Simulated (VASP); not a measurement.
# Cu (Fm-3m) in VASP: band structure with PBEsol

Aim: the band structure of Cu with PBEsol.

All numbers are computed with VASP 6.6.1; they aren't measurements. Logs are shortened: lines on timing, memory, paths and dates and some standing lists are left out, and cuts for length are marked.

### 1 The structure

It takes space group Fm-3m (No. 225, cubic). The conventional cell has a = 3.570 Å, b = 3.570 Å, c = 3.570 Å, α = 90.00°, β = 90.00°, γ = 90.00°. Cu (site symmetry m-3m) is surrounded by 12 Cu at 2.52 Å.

The cell was built by a generator and needn't be a form met in nature.

### 2 Band structure, PBEsol

Contents of INCAR:

```
SYSTEM = Cu
PREC     = Accurate       ! precision mode
ENCUT    = 520            ! plane-wave cutoff, eV
EDIFF    = 1E-6           ! SCF threshold, eV
ISMEAR   = 1              ! smearing method
SIGMA    = 0.1            ! smearing width, eV
LREAL    = .FALSE.        ! projectors in reciprocal space
LASPH    = .TRUE.         ! aspherical terms in the spheres
NELM     = 80             ! most SCF steps
ALGO     = Fast           ! electronic algorithm
ISIF     = 2              ! what is computed and relaxed
LWAVE    = .FALSE.        ! write WAVECAR
LCHARG   = .FALSE.        ! write CHGCAR
LMAXMIX  = 4              ! l up to which the mixer works
GGA      = PS             ! functional
NBANDS   = 12             ! bands
ICORELEVEL= 1
```

Contents of KPOINTS:

```
regular mesh
0
G
  18 18 18
  0 0 0
```

Contents of POSCAR:

```
Cu                                      
1.0
    0.0000000000      1.7848606277      1.7848606277
    1.7848606277      0.0000000000      1.7848606277
    1.7848606277      1.7848606277      0.0000000000
  Cu            
     1
Direct
     0.0000000000000000    0.0000000000000000    0.0000000000000000
```

Contents of KPOINTS_OPT:

```
explicit points
156
Reciprocal
 0.0000000000  0.0000000000  0.0000000000 1
 0.0357142857  0.0000000000  0.0357142857 1
 0.0714285714  0.0000000000  0.0714285714 1
 0.1071428571  0.0000000000  0.1071428571 1
 0.1428571429  0.0000000000  0.1428571429 1
 0.1785714286  0.0000000000  0.1785714286 1
[... 148 lines left out ...]
 0.5000000000  0.2500000000  0.7500000000 1
 0.5000000000  0.0000000000  0.5000000000 1
```

Potentials or basis: VASP PAW PBE potentials, release 64 (Cu).

The run is started by

```console
$ cat potpaw_PBE.64/Cu/POTCAR > POTCAR
$ mpirun -np 1 vasp_std > vasp.out
```

OUTCAR:

```text
SYSTEM = Cu
   PREC = Accurate
   ENCUT = 520
   EDIFF = 1E-6
   ISMEAR = 1
   LREAL = .FALSE.
   LASPH = .TRUE.
   NELM = 80
   ISIF = 2
   GGA = PS

 ion  position               nearest neighbor table
   1  0.000  0.000  0.000-

  LATTYP: Found a face centered cubic cell.
 ALAT       =     3.5697212554

  Lattice vectors:

 A1 = (   0.0000000000,   1.7848606277,   1.7848606277)
 A2 = (   1.7848606277,   0.0000000000,   1.7848606277)
 A3 = (   1.7848606277,   1.7848606277,   0.0000000000)

Analysis of symmetry for initial positions (statically):
=====================================================================
 Subroutine PRICEL returns:
 Original cell was already a primitive cell.

 Routine SETGRP: Setting up the symmetry group for a
 face centered cubic supercell.

 Subroutine GETGRP returns: Found 48 space group operations
 (whereof 48 operations were pure point group operations)
 out of a pool of 48 trial point group operations.

The static configuration has the point symmetry O_h .

Analysis of symmetry for dynamics (positions and initial velocities):
=====================================================================
 Subroutine PRICEL returns:
 Original cell was already a primitive cell.

 Routine SETGRP: Setting up the symmetry group for a
 face centered cubic supercell.

 Subroutine GETGRP returns: Found 48 space group operations
 (whereof 48 operations were pure point group operations)
 out of a pool of 48 trial point group operations.

The dynamic configuration has the point symmetry O_h .

 Subroutine INISYM returns: Found 48 space group operations
 (whereof 48 operations are pure point group operations),
 and found     1 'primitive' translations

----------------------------------------------------------------------------------------

                                     Primitive cell

  volume of cell :      11.3722

  direct lattice vectors                    reciprocal lattice vectors
     0.000000000  1.784860628  1.784860628    -0.280133918  0.280133918  0.280133918
     1.784860628  0.000000000  1.784860628     0.280133918 -0.280133918  0.280133918
     1.784860628  1.784860628  0.000000000     0.280133918  0.280133918 -0.280133918

  length of vectors
     2.524174107  2.524174107  2.524174107     0.485206178  0.485206178  0.485206178

  position of ions in fractional coordinates (direct lattice)
     0.000000000  0.000000000  0.000000000

  ion indices of the primitive-cell ions
   primitive index   ion index
                 1           1

----------------------------------------------------------------------------------------

 KPOINTS: regular mesh

Automatic generation of k-mesh.
 Grid dimensions read from file:
 generate k-points for:   18   18   18

 Generating k-lattice:

  Cartesian coordinates                     Fractional coordinates (reciprocal lattice)
    -0.015562995  0.015562995  0.015562995     0.055555556  0.000000000  0.000000000
     0.015562995 -0.015562995  0.015562995     0.000000000  0.055555556  0.000000000
     0.015562995  0.015562995 -0.015562995     0.000000000  0.000000000  0.055555556

  Length of vectors
     0.026955899  0.026955899  0.026955899

  Shift w.r.t. Gamma in fractional coordinates (k-lattice)
     0.000000000  0.000000000  0.000000000

 Subroutine IBZKPT returns following result:
 ===========================================

 Found    195 irreducible k-points:

 Following reciprocal coordinates:
            Coordinates               Weight
  0.000000  0.000000  0.000000      1.000000
  0.055556  0.000000  0.000000      8.000000
  0.111111  0.000000  0.000000      8.000000
  0.166667  0.000000  0.000000      8.000000
  0.222222  0.000000  0.000000      8.000000
  0.277778  0.000000  0.000000      8.000000
[... 16 lines left out ...]
 -0.277778  0.055556  0.000000     24.000000
 -0.222222  0.055556  0.000000     24.000000
 [... further k-points ...]
   k-points           NKPTS =    195   k-points in BZ     NKDIM =    195   number of bands    NBANDS=     12
   number of dos      NEDOS =    301   number of ions     NIONS =      1
   total plane-waves  NPLWV =   8000
   dimension x,y,z NGX =    20 NGY =   20 NGZ =   20
   dimension x,y,z NGXF=    40 NGYF=   40 NGZF=   40
   ions per type =               1
   NGX,Y,Z   is equivalent  to a cutoff of  13.17, 13.17, 13.17 a.u.
   NGXF,Y,Z  is equivalent  to a cutoff of  26.34, 26.34, 26.34 a.u.
 SYSTEM =  Cu
   PREC   = accura    normal or accurate (medium, high low for compatibility)
   ISTART =      0    job   : 0-new  1-cont  2-samecut
   ICHARG =      2    charge: 1-file 2-atom 10-const
   ISPIN  =      1    spin polarized calculation?
   LNONCOLLINEAR =      F non collinear calculations
   LSORBIT =      F    spin-orbit coupling
   LASPH  =      T    aspherical Exc in radial PAW
   ENCUT  =  520.0 eV  38.22 Ry    6.18 a.u.   4.69  4.69  4.69*2*pi/ulx,y,z
   NELM   =     80;   NELMIN=  2; NELMDL= -5     # of ELM steps
   EDIFF  = 0.1E-05   stopping-criterion for ELM
   LREAL  =      F    real-space projection
[... 7 lines left out ...]
   TEBEG  =    0.0;   TEEND  =   0.0 temperature during run
   PSTRESS=    0.0 pullay stress
   NELECT =      11.0000    total number of electrons
   NUPDOWN=      -1.0000    fix difference up-down
   EMIN   =  10.00;   EMAX   =-10.00  energy-range for DOS
   EFERMI =   0.00;   METHOD = LEGACY
   ISMEAR =     1;   SIGMA  =   0.10  broadening in eV -4-tet -1-fermi 0-gaus
   EFERMI_NEDOS =   21; number of points for ismear=-14 and -15
   IALGO  =     68    algorithm
   IMIX   =      4    mixing-type and parameters
     AMIX     =   0.40;   BMIX     =  1.00
     AMIX_MAG =   1.60;   BMIX_MAG =  1.00
  volume/ion in A,a.u.               =      11.37        76.74
  Fermi-wavevector in a.u.,A,eV,Ry     =   1.619042  3.059546 35.664906  2.621297
  Thomas-Fermi vector in A             =   2.713207
   LORBIT       =      0    0 simple, 1 ext, 2 COOP (PROOUT), +10 PAW based schemes
   GGA     = PS    functional components
   LHFCALC =     F    Hartree Fock is set to
   AEXX    =    0.0000 exact exchange contribution
   IVDW    =     0    specifies the selected vdW correction
   LEPSILON=     F    determine dielectric tensor
   LRPA    =     F    only Hartree local field effects (RPA)
 non-spin polarized calculation
 RMM-DIIS sequential band-by-band and
 Methfessel and Paxton  Order N= 1 SIGMA  =   0.10
  energy-cutoff  :      520.00
  volume of cell :       11.37
 maximum number of plane-waves:       331
   NGX =  9   NGY =  9   NGZ =  9

 number of electron      11.0000013 magnetization

 Free energy of the ion-electron system (eV)
  ---------------------------------------------------
  ext. energy  EPLUGINS =         0.00000000
  ---------------------------------------------------
  free energy    TOTEN  =        -4.30843922 eV

  energy without entropy =       -4.30838754  energy(sigma->0) =       -4.30842199

 the core state eigenenergies are
   1-  1s  -8841.1663  2s  -1053.4718  2p   -907.9374  3s   -104.8897  3p    -62.2467

 E-fermi :   7.8341     XC(G=0): -13.1294

 val. band max:        7.8310139328   @ k =   0.5000   0.1111   0.0000
 cond. band min:       7.8704845748   @ k =  -0.4444   0.1111   0.0556
 fundamental gap:      0.0394706420
 Fermi energy:         7.8341024409

 k-point     1 :       0.0000    0.0000    0.0000
  band No.  band energies     occupation
      1      -1.8046      2.00000
      2       4.7372      2.00000
      3       4.7372      2.00000
      4       4.7372      2.00000
      5       5.6198      2.00000
      6       5.6198      2.00000
      7      30.7615      0.00000
      8      33.6717      0.00000
      9      33.6718      0.00000
     10      33.6718      0.00000
     11      36.1855      0.00000
     12      36.1855      0.00000

 k-point     2 :       0.0556    0.0000    0.0000
  band No.  band energies     occupation
      1      -1.6890      2.00000
      2       4.7115      2.00000
      3       4.7600      2.00000
      4       4.7600      2.00000
      5       5.6106      2.00000
      6       5.6106      2.00000
      7      30.1605      0.00000
      8      32.2327      0.00000
      9      33.3013      0.00000
     10      33.3013      0.00000
     11      36.7149      0.00000
     12      36.7149      0.00000

 k-point     3 :       0.1111    0.0000    0.0000
  band No.  band energies     occupation
      1      -1.3460      2.00000
      2       4.6413      2.00000
      3       4.8191      2.00000
      4       4.8191      2.00000
      5       5.5917      2.00000
      6       5.5917      2.00000
      7      27.7852      0.00000
      8      31.5462      0.00000
      9      32.6253      0.00000
     10      32.6253      0.00000
     11      37.8050      0.00000
     12      37.9818      0.00000
[... 211 lines left out ...]
 k-point    18 :       0.4444    0.0556    0.0000
  band No.  band energies     occupation
      1       2.5068      2.00000
      2       4.6862      2.00000
      3       4.7735      2.00000
      4       5.4630      2.00000
      5       6.1986      2.00000
      6       6.6387      2.00000
      7      13.1941      0.00000
      8      28.7172      0.00000
      9      29.1835      0.00000
     10      30.1628      0.00000
     11      34.6261      0.00000
     12      35.1725      0.00000

 k-point    19 :       0.5000    0.0556    0.0000
  band No.  band energies     occupation
      1       2.6270      2.00000
      2       4.6622      2.00000
      3       4.7441      2.00000
      4       5.7595      2.00000
      5       6.2238      2.00000
      6       7.2105      2.00000
      7      11.9369      0.00000
      8      28.3662      0.00000
      9      29.5530      0.00000
     10      29.8091      0.00000
     11      34.5105      0.00000
     12      34.7341      0.00000

 k-point    20 :      -0.4444    0.0556    0.0000
  band No.  band energies     occupation
      1       2.6057      2.00000
      2       4.6728      2.00000

------------------------ aborting loop because EDIFF is reached ----------------------------------------

  FORCE on cell =-STRESS in cart. coord.  units (eV):
  Direction    XX          YY          ZZ          XY          YZ          ZX
  --------------------------------------------------------------------------------------
  -------------------------------------------------------------------------------------
  Total        0.0032172      0.0032172      0.0032172     -0.0000000     -0.0000000      0.0000000
  in kB        0.4532544      0.4532544      0.4532544     -0.0000000     -0.0000000      0.0000000
  external PRESSURE =       0.4532544 kB  Pullay stress =       0.0000000 kB

 VOLUME and BASIS-vectors are now :
 -----------------------------------------------------------------------------
  energy-cutoff  :      520.00
  volume of cell :       11.37
      direct lattice vectors                 reciprocal lattice vectors
     0.000000000  1.784860628  1.784860628    -0.280133918  0.280133918  0.280133918
     1.784860628  0.000000000  1.784860628     0.280133918 -0.280133918  0.280133918
     1.784860628  1.784860628  0.000000000     0.280133918  0.280133918 -0.280133918

 POSITION                                       TOTAL-FORCE (eV/Angst)
 -----------------------------------------------------------------------------------
      0.00000      0.00000      0.00000        -0.000000      0.000000      0.000000
 -----------------------------------------------------------------------------------
    total drift:                                0.000000      0.000000      0.000000

  FREE ENERGIE OF THE ION-ELECTRON SYSTEM (eV)
  ---------------------------------------------------
  free  energy   TOTEN  =        -4.3084392167 eV

  energy  without entropy=       -4.3083875400  energy(sigma->0) =       -4.30842199
```

It took 16 s on 1 thread of Intel Xeon 6975P-C (Granite Rapids), shared host; peak memory 0.15 GiB.

Results:

```
Free energy             : -4.3084 eV
Pressure                : 0.0 GPa
Band gap along the path : none (metal or under the smearing width)
```

Levels at the corners of the path, in eV from the Fermi level:
| point | band 2 | band 3 | band 4 | band 5 | band 6 | band 7 | band 8 | band 9 |
| --- | --- | --- | --- | --- | --- | --- | --- | --- |
| Γ | -3.10 | -3.10 | -3.10 | -2.21 | -2.21 | 22.93 | 25.84 | 25.84 |
| X | -4.58 | -1.63 | -1.46 | -1.46 | 1.47 | 7.41 | 13.37 | 13.37 |
| X | -4.58 | -1.63 | -1.46 | -1.46 | 1.47 | 7.41 | 13.37 | 13.37 |
| W | -3.64 | -3.64 | -2.26 | -1.46 | 6.36 | 6.36 | 8.52 | 9.16 |
| W | -3.64 | -3.64 | -2.26 | -1.46 | 6.36 | 6.36 | 8.52 | 9.16 |
| K | -4.21 | -2.83 | -2.08 | -1.67 | 4.44 | 5.89 | 8.14 | 15.52 |
| K | -4.21 | -2.83 | -2.08 | -1.67 | 4.44 | 5.89 | 8.14 | 15.52 |
| Γ | -3.10 | -3.10 | -3.10 | -2.21 | -2.21 | 22.93 | 25.84 | 25.84 |
| Γ | -3.10 | -3.10 | -3.10 | -2.21 | -2.21 | 22.93 | 25.84 | 25.84 |
| L | -3.13 | -3.13 | -1.61 | -1.61 | -1.11 | 3.98 | 21.40 | 22.65 |
| L | -3.13 | -3.13 | -1.61 | -1.61 | -1.11 | 3.98 | 21.40 | 22.65 |
| U | -4.21 | -2.83 | -2.08 | -1.67 | 4.44 | 5.89 | 8.14 | 15.52 |
| U | -4.21 | -2.83 | -2.08 | -1.67 | 4.44 | 5.89 | 8.14 | 15.52 |
| W | -3.64 | -3.64 | -2.26 | -1.46 | 6.36 | 6.36 | 8.52 | 9.16 |
| W | -3.64 | -3.64 | -2.26 | -1.46 | 6.36 | 6.36 | 8.52 | 9.16 |
| L | -3.13 | -3.13 | -1.61 | -1.61 | -1.11 | 3.98 | 21.40 | 22.65 |
| L | -3.13 | -3.13 | -1.61 | -1.61 | -1.11 | 3.98 | 21.40 | 22.65 |
| K | -4.21 | -2.83 | -2.08 | -1.67 | 4.44 | 5.89 | 8.14 | 15.52 |
| U | -4.21 | -2.83 | -2.08 | -1.67 | 4.44 | 5.89 | 8.14 | 15.52 |
| X | -4.58 | -1.63 | -1.46 | -1.46 | 1.47 | 7.41 | 13.37 | 13.37 |

Core levels (eV, on the scale of the bands):
| atom | levels |
| --- | --- |
| 1 Cu | 1s -8841.2, 2s -1053.5, 2p -907.9, 3s -104.9, 3p -62.2 |

Caveat: the PAW data sets were made with another functional, which shifts forces and pressure a little.
